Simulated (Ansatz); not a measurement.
Density of states of Ge$_{2}$Sb$_{2}$Te$_{5}$ (P-3m1, a = 4.227 Å, b = 4.227 Å, c = 18.317 Å, α = 90.00°, β = 90.00°, γ = 120.00°), in states per eV and primitive cell, averaged over bins of 0.3 eV. All numbers below come from Ansatz 0.2.0, DFT r2SCAN, scalar-relativistic, plane waves, PAW.

Cutoff 500 eV; k points 12×12×2 on the computed 9-atom cell (Γ-centred); Gaussian smearing, width 0.01 eV; no spin polarisation.

The cell is relaxed at this level. The states (both spins) are summed by tetrahedra on a 18×18×3 mesh at the self-consistent density. Energies are bin centres; the table starts no lower than −8 eV and ends at 6 eV, or lower where the solved bands end.

The gap is 0.03 eV at this level, with the zero inside it.

| E − E_F (eV) | total | Te 5p | Sb 5p | Ge 4p | Ge 4s |
| --- | --- | --- | --- | --- | --- |
| -7.90 | 1.48 | 0.30 | 0.01 | 0.03 | 0.82 |
| -7.60 | 1.29 | 0.26 | 0.01 | 0.02 | 0.66 |
| -7.30 | 1.22 | 0.24 | 0.02 | 0.02 | 0.56 |
| -7.00 | 0.79 | 0.15 | 0.01 | 0.02 | 0.34 |
| -6.70 | 0.35 | 0.05 | 0.00 | 0.01 | 0.14 |
| -6.40 | 0.57 | 0.28 | 0.21 | 0.02 | 0.02 |
| -6.10 | 1.81 | 0.96 | 0.72 | 0.08 | 0.00 |
| -5.80 | 1.64 | 0.87 | 0.65 | 0.08 | 0.01 |
| -5.50 | 2.04 | 1.09 | 0.79 | 0.10 | 0.01 |
| -5.20 | 4.86 | 2.65 | 1.45 | 0.55 | 0.02 |
| -4.90 | 4.03 | 2.23 | 1.19 | 0.43 | 0.02 |
| -4.60 | 4.91 | 2.77 | 1.35 | 0.59 | 0.03 |
| -4.30 | 6.09 | 3.54 | 1.38 | 0.91 | 0.06 |
| -4.00 | 6.72 | 4.00 | 1.34 | 1.05 | 0.07 |
| -3.70 | 7.40 | 4.45 | 1.47 | 1.05 | 0.08 |
| -3.40 | 7.33 | 4.49 | 1.22 | 1.16 | 0.11 |
| -3.10 | 7.99 | 5.02 | 1.09 | 1.44 | 0.09 |
| -2.80 | 6.67 | 4.29 | 0.87 | 1.15 | 0.06 |
| -2.50 | 6.16 | 4.24 | 0.58 | 0.96 | 0.08 |
| -2.20 | 7.25 | 5.35 | 0.47 | 0.95 | 0.12 |
| -1.90 | 6.26 | 4.66 | 0.37 | 0.71 | 0.16 |
| -1.60 | 4.27 | 2.99 | 0.31 | 0.40 | 0.19 |
| -1.30 | 6.00 | 4.24 | 0.28 | 0.47 | 0.39 |
| -1.00 | 4.42 | 2.96 | 0.23 | 0.39 | 0.41 |
| -0.70 | 2.44 | 1.54 | 0.16 | 0.26 | 0.30 |
| -0.40 | 0.80 | 0.47 | 0.09 | 0.11 | 0.09 |
| -0.10 | 0.38 | 0.20 | 0.08 | 0.04 | 0.04 |
| 0.20 | 1.68 | 0.53 | 0.77 | 0.14 | 0.07 |
| 0.50 | 7.38 | 2.57 | 3.28 | 0.58 | 0.24 |
| 0.80 | 8.93 | 3.47 | 3.74 | 0.65 | 0.24 |
| 1.10 | 2.99 | 1.14 | 1.22 | 0.31 | 0.07 |
| 1.40 | 1.72 | 0.52 | 0.53 | 0.47 | 0.02 |
| 1.70 | 4.55 | 1.37 | 1.09 | 1.48 | 0.05 |
| 2.00 | 5.96 | 1.85 | 1.25 | 2.02 | 0.05 |
| 2.30 | 9.16 | 2.95 | 1.82 | 2.97 | 0.07 |
| 2.60 | 8.16 | 2.57 | 1.61 | 2.42 | 0.05 |
| 2.90 | 4.46 | 1.38 | 0.61 | 1.65 | 0.02 |
| 3.20 | 7.25 | 2.12 | 0.84 | 2.44 | 0.01 |
| 3.50 | 6.52 | 1.98 | 0.80 | 2.08 | 0.01 |
| 3.80 | 5.94 | 1.82 | 0.75 | 1.79 | 0.01 |
| 4.10 | 4.78 | 1.29 | 0.58 | 1.13 | 0.01 |
| 4.40 | 4.08 | 0.99 | 0.46 | 0.82 | 0.01 |
| 4.70 | 6.30 | 1.00 | 0.49 | 0.78 | 0.01 |
| 5.00 | 3.97 | 0.70 | 0.31 | 0.56 | 0.01 |
| 5.30 | 3.57 | 0.29 | 0.13 | 0.23 | 0.00 |
| 5.60 | 5.54 | 0.22 | 0.07 | 0.21 | 0.01 |

The columns after the total are the main Löwdin projections on the occupied valence shells of the potentials; 2 others are left out. The rest of the total lies in those, in shells that are empty in the free atom, which aren't projected, and between the atoms.

Spin-orbit coupling is left out, which matters for the bands of heavy elements. The cell holds layers, and where no dispersion correction was added their binding is poorly described.

Whether Ge2Sb2Te5 exists in this form wasn't checked.

Cost: 1 run of about 18 core-minutes, on Intel Xeon Processor @ 2.50GHz (Skylake/Cascade Lake) (shared hosts).